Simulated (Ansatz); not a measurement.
# TaN (Fm-3m) in Ansatz: notebook

One crystal, TaN, is run at these levels: PBEsol, PBE, PBE-LYP; tasks: single point, atomic charges.

All numbers are computed with Ansatz 0.2.0; they aren't measurements. Logs are shortened: lines on timing, memory, paths and dates and some standing lists are left out, and cuts for length are marked.

### Step 1. The crystal as given

It takes space group Fm-3m (No. 225, cubic). The conventional cell has a = 4.423 Å, b = 4.423 Å, c = 4.423 Å, α = 90.00°, β = 90.00°, γ = 90.00°. Ta (site symmetry m-3m) has 6 N at 2.21 Å as nearest neighbours. Around N (site symmetry m-3m) lie 6 Ta at 2.21 Å.

The cell comes from a database or a generator and needn't be the stable form of this composition.

### Step 2. Single point, PBEsol

Input file input.yaml:

```yaml
crystal:
  lattice:
    - [0.0, 2.211323, 2.211323]
    - [2.211323, 0.0, 2.211323]
    - [2.211323, 2.211323, 0.0]
  atoms:
    - { symbol: Ta, position: [0.5, 0.5, 0.5] }
    - { symbol: "N", position: [0.0, 0.0, 0.0] }
kpoints:
  mp_grid: { grid: [8, 8, 8] }
scf:
  occupations: { method: fermi_dirac, width: 0.05 }
hamiltonian:
  xc: pbesol
  pseudopotentials: { kind: all_electron, datasets: crystal }
output:
  forces: true
  stress: true
  eigenvalues: true
```

Potentials or basis: all-electron PAW datasets made for the crystal.

Started as:

```bash
> ansatz run input.yaml --threads 2 --pin off --max-ram 8192MiB --backend cpu --events-out ev --progress --plain --runs-dir out
```

Log:

```text
Warning: RAYON_NUM_THREADS=2 ignored (pool sized by the plan → 2); use --threads N
hamiltonian.pseudopotentials.datasets: crystal makes datasets for this crystal and solves the spheres of its atoms anew in each pass: cutoff 480.0 eV, the density's 1920.0 eV; for an error of 0.50 meV an atom under PBE, 1.0 meV for the cell; an energy difference from a run of another recipe may be off by several times the error for the cell, under r2SCAN by more, where some 0.1 meV an atom stays at smaller errors; N in spheres of 0.905 Å, 5 of its electrons in bands; Ta in spheres of 1.302 Å, 27 of its electrons in bands
band count auto-derived: 22 (N_el = 32.0; filled up to band 16; 20 by the electrons, moments and atoms)
Engine: ansatz 0.2.0, x86_64-unknown-linux-gnu
Pseudopotentials: kind: all_electron
Pseudopotential: Ta, paw, valence charge 27, recommended cutoff 480 eV (normal), crystal/all_electron/pbesol/scalar/gaussian/Ta, Koelling and Harmon's equation, gaussian nucleus
Pseudopotential: N, paw, valence charge 5, recommended cutoff 480 eV (normal), crystal/all_electron/pbesol/scalar/gaussian/N, Koelling and Harmon's equation, gaussian nucleus
Functional definition: PBEsol
  exchange = pbesol_x
  correlation = pbesol_c
Crystal: 2 atoms, lattice volume = 21.627 Å³
Basis set: ecut = 480 eV, 531 PW (Γ), exchange–correlation on 48×48×48 points (8 copies of the dense FFT grid, shifted against one another)
Bands: 22, of which v1, the nominal top of the filled ones, is band 16 counted from 1 (15 counted from 0)
Symmetry: 48 space group operations
Space group: Fm-3m (ITA 225), of the structure as read, at distance tolerance 2.8e-5 Å
k-points: 29 of 512
Non-local potential: Ta, projectors of the file, l = 0: 2, l = 1: 2, l = 2: 1, l = 3: 2
Non-local potential: N, projectors of the file, l = 0: 1, l = 1: 1
PAW form: soft (Blöchl's): semilocal exchange-correlation on the pseudo side does not see the compensation charge
PAW one-centre angular grid: Ta, 590 points (default); XC on its mesh's 1805 points in the sphere
PAW one-centre angular grid: N, 110 points (default); XC on its mesh's 1923 points in the sphere
Initial density: superposition of atomic densities (neutral atoms: chi_scale 0, normalization atom)
Initial wavefunctions: pseudopotential atomic-orbital guess
Functional: x = pbesol(κ = 0.804, μ = 0.12345679012345678), c = pbesol(β = 0.046)
iter 1 solved again at ethr=3.25e-2 eV; its pass at ethr=1.00e-1 eV (dr2=1.04e1 eV) is discarded
SCF iter   1: F=—  HF=-425932.684621 eV  |F-HF|=—  |Δ(HF+E_count)|=         —  Δρ=1.91e-1  dr2=1.01e1  ethr=3.25e-2  ⟨swp⟩=2.0  Hψ=3214  notcnv=0
preconditioner: auto → Kerker (q_TF=auto, 2.912 Å⁻¹)  [metal: Δε(μ)=0.018 eV  Ē_g=24.002 eV  σ=0.050 eV  W_gap=0.09  n_scr=14 (ndim 8)  ℏωp=43.7 eV  f_vac=0.000  D(μ)=1.62/eV (n_scr^D=14)]
SCF iter   2: F=—  HF=-425930.463954 eV  |F-HF|=—  |Δ(HF+E_count)|=    2.22e0  Δρ=6.84e-2  dr2=1.38e0  ethr=3.15e-2  ⟨swp⟩=2.6  Hψ=1310  notcnv=0
preconditioner: auto → none  [insulator: Δε(μ)=0.257 eV  Ē_g=24.474 eV  σ=0.050 eV  W_gap=0.69  n_scr=14 (ndim 8)  ℏωp=43.7 eV  f_vac=0.000  D(μ)=0.66/eV (n_scr^D=0)  ε∞_Penn≈4.2]
SCF iter   3: F=—  HF=-425930.017768 eV  |F-HF|=—  |Δ(HF+E_count)|=   4.46e-1  Δρ=3.54e-2  dr2=1.63e-1  ethr=4.31e-3  ⟨swp⟩=3.1  Hψ=1532  notcnv=0  defer=1
SCF iter   4: F=—  HF=-425930.021614 eV  |F-HF|=—  |Δ(HF+E_count)|=   3.85e-3  Δρ=1.63e-2  dr2=3.98e-2  ethr=5.10e-4  ⟨swp⟩=2.0  Hψ=1262  notcnv=0
iter 5 solved again at ethr=1.68e-6 eV; its pass at ethr=1.24e-4 eV (dr2=5.38e-4 eV) is discarded
SCF iter   5: F=—  HF=-425930.021015 eV  |F-HF|=—  |Δ(HF+E_count)|=   5.98e-4  Δρ=1.49e-3  dr2=5.37e-4  ethr=1.68e-6  ⟨swp⟩=2.0  Hψ=2827  notcnv=0
SCF iter   6: F=—  HF=-425930.020638 eV  |F-HF|=—  |Δ(HF+E_count)|=   3.77e-4  Δρ=1.49e-3  dr2=5.96e-4  ethr=1.68e-6  ⟨swp⟩=3.1  Hψ=1597  notcnv=0
SCF iter   7: F=—  HF=-425930.020405 eV  |F-HF|=—  |Δ(HF+E_count)|=   2.33e-4  Δρ=5.03e-4  dr2=6.91e-5  ethr=1.68e-6  ⟨swp⟩=2.8  Hψ=1505  notcnv=0
SCF iter   8: F=—  HF=-425930.020298 eV  |F-HF|=—  |Δ(HF+E_count)|=   1.07e-4  Δρ=4.23e-5  dr2=4.61e-7  ethr=2.16e-7  ⟨swp⟩=2.9  Hψ=1519  notcnv=0
SCF iter   9: F=-425930.020298 eV  HF=-425930.020298 eV  |F-HF|=1.43e-8  |Δ(HF+E_count)|=   4.77e-7  Δρ=1.19e-5  dr2=2.27e-8  ethr=1.44e-9  ⟨swp⟩=3.0  Hψ=1392  notcnv=0
SCF 1 converged in 9 iterations: F = -425930.020299 eV  dr2 = 2.27e-8
  Residual-converged pass: ⟨swp⟩=2.9  Hψ=1165  notcnv=0  max |occ|·‖R‖ = 5.2e-6 eV (tolerance 5.3e-6 eV)  dr2=2.24e-8  dr2_onsite=1.39e-8  max |Δocc| = 3.8e-10
SCF converged after 9 iterations
Free energy (F): -425930.020299 eV
Harris-Foulkes:  -425930.020299 eV  (|F-HF|=1.43e-8)
Internal energy: -425930.013008 eV  (E = F + TS)
E sigma→0 (E₀):  -425930.016654 eV
Entropy (-TS):   -0.007290 eV (-3.645 meV/atom)
Past the cutoff: the bands carry plane waves up to 1.75 times it, of which those up to 1.5 times it add -0.000250 eV an atom, each by itself; the spheres take 0.000191 eV an atom off the energy for waves past 1.75 times it
By the cutoff:   a pressure is off by up to 0.007 GPa (1.2 times the spheres' own share and the shells' term, over an atom's volume, and 0.004 GPa: a bound that held against runs at twice the plane waves)
Past the cutoffs: a stress includes 0.0025 GPa for waves and charges beyond them, in addition to the slope of what the spheres take
In the spheres:  the bands' charges fall short by 3.6e-7 e at most (sound up to 1e-3)
Fermi energy:    26.384988 eV
--- Per-component energies (eV) ---
  E_band       = 112.585251
  E_kinetic    = 430.445400
  E_local      = -4134.349401  (includes V_loc(G=0)·N_el)
  E_nonlocal   = -2269.503589
  E_hartree    = 2140.136811
  E_xc         = -158.195401
  E_vxc        = -206.830522  (∫ρ·V_xc dr)
  E_paw        = -434097.079943  (= ΣΔE_a)
  E_vpaw       = -16252.742699  (= ΣTr[D̂ρ^β])
  E_ewald      = -6106.768440
  E_smearing   = -0.007290  (= −TS)
  E_closure    = 18265.301555  (closes the sum)
  Σ components = -425930.020299   (vs F -425930.020299, Δ=0.00e0)
  The terms above E_closure are by the made datasets' own strengths, without shells solved beside the bands.
--- Forces (eV/Å), atoms counted from 1 ---
  atom   1  Ta     0.00000000    -0.00000000     0.00000000
  atom   2  N     -0.00000000     0.00000000    -0.00000000
  max |Σ_I F_I| component: 5.59e-29 eV/Å
--- Stress (GPa, compression-positive) ---
      -10.377308       0.000000      -0.000000
        0.000000     -10.377308      -0.000000
       -0.000000       0.000000     -10.377308
  P = ⅓ Tr σ = -10.3773 GPa (-103.773 kbar)
--- Band table (eV; the first three rows and the last of 29) ---
  k-point 0: bands = ["-43.0928", "-9.3512", "-9.3512", "-9.3512", "5.1081", "5.1081", "5.1081", "5.1494", "5.1787", "5.1787", "5.1787", "7.6820", "22.5949", "22.5949", "22.5949", "24.2584", "24.2584", "24.2584", "26.3676", "26.3676", "27.7142"]
  k-point 1: bands = ["-43.0852", "-9.4779", "-9.3629", "-9.3629", "5.1016", "5.1132", "5.1132", "5.1533", "5.1732", "5.1732", "5.1789", "8.0475", "21.0523", "21.5581", "21.5581", "24.7760", "24.7760", "24.8104", "27.6923", "27.6923", "28.7549"]
  k-point 2: bands = ["-43.0667", "-9.7719", "-9.3911", "-9.3911", "5.0880", "5.1254", "5.1254", "5.1608", "5.1608", "5.1633", "5.1795", "8.9933", "18.7764", "20.1473", "20.1473", "25.5660", "25.9451", "25.9451", "30.1527", "30.1527", "30.5672"]
  k-point 28: bands = ["-43.0233", "-9.8353", "-9.8353", "-9.6455", "5.1227", "5.1367", "5.1367", "5.1450", "5.1450", "5.1459", "5.1862", "9.6038", "18.9849", "19.6197", "19.6197", "26.1544", "26.1544", "29.8305", "30.2792", "30.7158", "35.9975"]
```

It took 2.6 s on 2 threads of Intel Xeon 6975P-C (Granite Rapids), shared host; peak memory 0.53 GiB.

Results:

* Free energy: -425930.0203 eV
* Pressure: -10.4 GPa
* Band gap on the k mesh: none (metal or under the smearing width)

Caveat: the k mesh is thin for a metal, which can move the energy by tens of meV per atom.

### Step 3. Single point, PBE

Input file input.yaml:

```yaml
crystal:
  lattice:
    - [0.0, 2.211323, 2.211323]
    - [2.211323, 0.0, 2.211323]
    - [2.211323, 2.211323, 0.0]
  atoms:
    - { symbol: Ta, position: [0.5, 0.5, 0.5] }
    - { symbol: "N", position: [0.0, 0.0, 0.0] }
kpoints:
  mp_grid: { grid: [6, 6, 6] }
scf:
  occupations: { method: fermi_dirac, width: 0.03 }
hamiltonian:
  xc: pbe
  pseudopotentials: { kind: all_electron, lapw: { basis_error: 0.002 } }
output:
  forces: true
  stress: true
  eigenvalues: true
```

Potentials or basis: all-electron LAPW, scalar-relativistic.

Started as:

```bash
> ansatz run input.yaml --threads 1 --pin off --max-ram 3072MiB --backend cpu --events-out ev --progress --plain --runs-dir out
```

Run time: 3.6 s. Hardware: 1 thread of Intel Xeon Platinum 8375C at 2.90GHz (Ice Lake), shared host; peak memory 0.29 GiB.

It converged, with:

* Free energy: -426060.8326 eV
* Pressure: -0.6 GPa
* Band gap on the k mesh: none (metal or under the smearing width)

Levels at points of the mesh, in eV from the Fermi level:
```
             k point  band 22  band 23  band 24  band 25  band 26  band 27  band 28  band 29
  (0.00, 0.00, 0.00)    -3.80    -3.80    -3.80    -2.10    -2.10    -2.10     0.02     0.02
 (0.00, 0.00, -0.50)   -10.27    -7.50    -7.50     1.81     1.81     1.89     3.69     7.32
(0.00, -0.50, -0.50)    -6.65    -5.39    -4.62    -4.62     2.03     3.41     3.41     4.32
```

Caveat: the k mesh is coarse (spacing up to 0.41 Å⁻¹), so the values aren't converged; the k mesh is thin for a metal, which can move the energy by tens of meV per atom. Spin-orbit coupling is left out, which matters for the levels of Ta.

### Step 4. Atomic charges, PBE-LYP, collinear spin, ferromagnetic start

Input file input.yaml:

```yaml
crystal:
  lattice: { a: 4.422646, b: 4.422646, c: 4.422646, alpha: 90.0, beta: 90.0, gamma: 90.0 }
  space_group: 225
  setting: { hermann_mauguin: Fm-3m }
  reduce_to_primitive: true
  atoms:
    - { symbol: Ta, position: [0.5, 0.0, 0.0], spin: 0.5 }
    - { symbol: "N", position: [0.0, 0.0, 0.0] }
kpoints:
  mp_grid: { grid: [10, 10, 10] }
scf:
  occupations: { method: cold, width: 0.05 }
hamiltonian:
  xc: { exchange: pbe, correlation: lyp }
  pseudopotentials:
    kind: all_electron
    lapw: { basis_error: 0.002 }
    dirac_shells: { Ta: ["4p", "4d"] }
magnetization:
  spin_polarized: true
output:
  forces: true
  stress: true
  eigenvalues: true
  populations: true
basis:
  ecutwfc: 260
```

Potentials or basis: all-electron LAPW, inner shells corrected to Dirac's equation.

Started as:

```bash
> ansatz run input.yaml --threads 1 --pin off --max-ram 3072MiB --backend cpu --events-out ev --progress --plain --runs-dir out
```

Run time: 27 s. Hardware: 1 thread of Intel Xeon Platinum 8375C at 2.90GHz (Ice Lake), shared host; peak memory 0.44 GiB.

Results (log left out):

| Quantity | Value |
| --- | --- |
| Free energy | -426627.1140 eV |
| Pressure | 10.8 GPa |
| Band gap on the k mesh | none (metal or under the smearing width) |
| Net moment | 0.00 μB per cell |
| Absolute moment | 0.00 μB per cell |
| Loewdin charges | Ta +0.81; N -0.75 e |

Levels at points of the mesh, in eV from the Fermi level:
Spin up:
```tsv
k point	band 21	band 22	band 23	band 24	band 25	band 26	band 27	band 28	band 29	band 30
(0.00, 0.00, 0.00)	-18.65	-3.82	-3.82	-3.82	-2.09	-2.09	-2.09	0.02	0.02	1.52
(0.00, 0.00, -0.50)	-15.75	-10.15	-7.48	-7.48	1.72	1.72	1.83	4.03	7.20	7.20
(0.00, -0.50, -0.50)	-17.47	-6.54	-5.28	-4.61	-4.61	1.98	3.28	3.28	4.29	6.66
```
Spin down:
```csv
k point,band 23,band 24,band 25,band 26,band 27,band 28
"(0.00, 0.00, 0.00)",-3.82,-3.82,-2.09,-2.09,-2.09,0.02
"(0.00, 0.00, -0.50)",-7.48,-7.48,1.72,1.72,1.83,4.03
"(0.00, -0.50, -0.50)",-5.28,-4.61,-4.61,1.98,3.28,3.28
```

Caveat: the starting moments weren't kept.

### Step 5. Summary

```tsv
task	level	potentials or basis	spin	k mesh	cutoff (eV)	smearing	basis error allowed	other keys	mesh quality	gap on the mesh (eV)	pressure (GPa)
single point	PBEsol	all-electron PAW datasets made for the crystal	off	8 × 8 × 8	480	fermi-dirac 0.05 eV	-	-	coarse	none	-10.4
single point	PBE	all-electron LAPW, scalar-relativistic	off	6 × 6 × 6	327	fermi-dirac 0.03 eV	0.002 eV/atom	-	coarse	none	-0.6
atomic charges	PBE-LYP	all-electron LAPW, inner shells corrected to Dirac's equation	collinear, ferromagnetic start	10 × 10 × 10	260	cold 0.05 eV	0.002 eV/atom	basis.ecutwfc = 260	not flagged	none	10.8
```

Alike in all rows: cell as given.

Caveats: some runs use coarse meshes; the k mesh is thin for a metal, which can move the energy by tens of meV per atom (some runs); the starting moments weren't kept (some runs).

Compare energies only between runs with the same functional and basis.
